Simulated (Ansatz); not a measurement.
# Ti (Im-3m) in Ansatz: single point with r2SCAN+rVV10

Aim: the single point of Ti with r2SCAN+rVV10.

Everything below comes from runs of Ansatz 0.2.0. Logs are shortened: lines on timing, memory, paths and dates and some standing lists are left out, and cuts for length are marked.

### 1 The undisturbed crystal

Symmetry: Im-3m, No. 229, cubic system. Conventional cell: a = 3.282 Å, b = 3.282 Å, c = 3.282 Å, α = 90.00°, β = 90.00°, γ = 90.00°. Ti (site symmetry m-3m) has 8 Ti at 2.84 Å as nearest neighbours.

This isn't the form of Ti at room conditions, which is hcp.

### 2 Single point, r2SCAN+rVV10 (cell strained at random at fixed volume)

Input file run.py:

```python
import json

import ase.io
import numpy as np
from ase.calculators.calculator import CalculationFailed, Calculator
from ase.stress import full_3x3_to_voigt_6_stress
from ase.units import GPa

import ansatz as az

class AnsatzCalculator(Calculator):
    implemented_properties = ["energy", "free_energy", "forces", "stress", "magmom"]

    def calculate(self, atoms, properties, system_changes):
        super().calculate(atoms, properties, system_changes)
        structure = atoms.copy()
        structure.set_constraint()
        structure.set_momenta(None)
        structure.set_masses(None)
        outcome = (
            az.Crystal.from_ase(structure)
            .calculation()
            .basis(xc_grid=3)
            .kpoints(9, 9, 9)
            .functional("r2scan", dispersion="rvv10")
            .pseudopotentials(kind="paw", level="accurate")
            .scf(tolerance=2e-10)
            .occupations(method="fermi_dirac", width=0.15)
            .forces()
            .stress()
            .run(threads=2)
        )
        if not outcome.report["converged"]:
            raise CalculationFailed("SCF not converged")
        report = outcome.report
        self.results = {
            "free_energy": report["lagrangian_ev"],
            "energy": report["lagrangian_ev"],
            "forces": np.array(report["forces_ev_ang"]),
            "stress": -GPa * full_3x3_to_voigt_6_stress(report["stress_gpa"]),
            "magmom": report["magnetization_mub"],
        }

np.set_printoptions(precision=5, suppress=True, linewidth=110)
atoms = ase.io.read("Ti.cif")
atoms.info.pop("occupancy", None)
atoms.calc = AnsatzCalculator()
print(f"free energy {atoms.get_potential_energy():.6f} eV")
print("forces (eV/A)", atoms.get_forces(), sep="\n")
print("stress (GPa, Voigt, tension positive)", atoms.get_stress() / GPa, sep="\n")
print(f"moment {atoms.get_magnetic_moment():.4f} muB")
```

Input file Ti.cif:

```cif
data_Ti
_cell_length_a 2.85868077
_cell_length_b 2.86035351
_cell_length_c 2.89069301
_cell_angle_alpha 109.80605366
_cell_angle_beta 108.99092611
_cell_angle_gamma 111.81553397
_space_group_name_H-M_alt 'P1'
_space_group_name_Hall 'P 1'
_space_group_IT_number 1
loop_
_space_group_symop_operation_xyz
'x,y,z'
loop_
_atom_site_label
_atom_site_type_symbol
_atom_site_symmetry_multiplicity
_atom_site_Wyckoff_symbol
_atom_site_fract_x
_atom_site_fract_y
_atom_site_fract_z
_atom_site_occupancy
Ti1 Ti 1 a 0.0152340000 0.0352790000 -0.0018780000 1
```

Potentials or basis: Ansatz PAW accurate.

Command:

```console
$ python run.py
```

The program printed:

```text
DeckWarning: basis.ecutwfc = 910 eV, auto-derived from the records' recommended cutoffs: set by Ti (high level, which level: accurate takes where it reads no accurate dataset)
DeckWarning: output.stress: scf.convergence.dr2_threshold = 2e-10 eV is looser than the 1e-10 eV advised for a printed stress (1e-10 eV for each atom of the cell: 1). What an SCF threshold leaves in a stress goes as its square root, and in the free energy as the threshold itself, and one threshold admits the most on a small cell: of the crystals measured, under no hybrid functional and no lock of the moments, on runs that ended w [...]
PlacementWarning: RAYON_NUM_THREADS=2 ignored (pool sized by the plan → 2); use plan(threads=…)
free energy -2503.649358 eV
forces (eV/A)
[[0. 0. 0.]]
stress (GPa, Voigt, tension positive)
[ 3.1562   3.51656  2.06906 -1.23046 -1.02826  0.289  ]
moment 0.0000 muB
```

engine_input.yaml:

```text
crystal:
  lattice:
    - [2.85868077, 0.0, 0.0]
    - [-1.0629632898769497, 2.6555096020431357, 0.0]
    - [-0.9406847210923959, -1.4315735138579349, 2.328479247918398]
  atoms:
    - { symbol: Ti, position: [0.015234000000000024, 0.035279000000000026, 0.9981220000000001] }
basis:
  xc_grid: 3
kpoints:
  mp_grid:
    grid: [9, 9, 9]
hamiltonian:
  xc: r2scan
  dispersion: rvv10
  pseudopotentials:
    kind: paw
    level: accurate
scf:
  convergence:
    dr2_threshold: 2.0e-10
  occupations:
    method: fermi_dirac
    width: 0.15
output:
  forces: true
  stress: true
```

Run time: 15 s. Hardware: 2 threads of Arm Neoverse V2, shared host; peak memory 0.67 GiB.

Results:

* Free energy: -2503.6494 eV
* Pressure: -2.9 GPa

Caveat: the PAW data sets were made with another functional, which shifts forces and pressure a little; the thresholds are loose for stress.
